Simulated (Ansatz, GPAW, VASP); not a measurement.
# Ba: 3 runs at one level of theory

```
Ba
1.0
    -2.50650    2.50650    2.50650
     2.50650   -2.50650    2.50650
     2.50650    2.50650   -2.50650
Ba
1
Direct
  0.00000 0.00000 0.00000
```

Alike in all runs: task single point; functional PBEsol; k mesh 8 × 8 × 8; occupations gaussian, width 0.05 eV; no spin polarisation; no spin-orbit coupling. Pressure is positive in compression and, in plane waves, holds the error of the finite cutoff.

```csv
program and potentials,plane-wave cutoff (eV),notes,band gap (eV),pressure (GPa)
"Ansatz, all-electron LAPW, scalar-relativistic",-,-,no gap,-0.71
"GPAW, PAW data sets generated for this functional",600,-,no gap,-0.67
"VASP, PBE PAW files Ba_sv, release 54, 520 eV",520,potentials made for PBE,no gap,-0.66
```

None finds a gap. The pressure spans -0.71 (Ansatz, all-electron LAPW, scalar-relativistic) to -0.66 GPa (VASP, PBE PAW files Ba_sv, release 54, 520 eV), with all-electron results at -0.71.

The functional is the same throughout but for its coding, so the spread measures potentials, basis and numerics; runs on potential files found faulty are left out.
